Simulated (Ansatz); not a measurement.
Rutile RuO2 was calculated with r²SCAN (PAW; Ansatz, a first-principles code).

Run with plane-wave cutoff 500 eV, 10×10×12 k mesh (along the axes of the cell as run), Fermi–Dirac smearing 0.05 eV, ferromagnetic start, scalar-relativistic PAW data made under PBE.

Computed at the level's own relaxed cell.

Problem. Estimate the equilibrium volume per atom, lattice parameter a and c axis length that the calculation returns.

Solution. 
* **equilibrium volume per atom**: 10.39 Å³/atom
* **lattice parameter a**: 4.480 Å
* **c axis length**: 3.107 Å

Measured, for comparison: lattice constant a 4.497 Å, lattice parameter c 3.105 Å (room temperature, not corrected to a static lattice; as tabulated in Hiroi (2015), arXiv:1503.02262). Computed (rounded) less measured: lattice constant a -0.4 %, lattice parameter c +0.1 %. A static lattice is as a rule a little smaller and stiffer than an uncorrected measurement, which can account for part of this.

Computed values are for the static lattice.
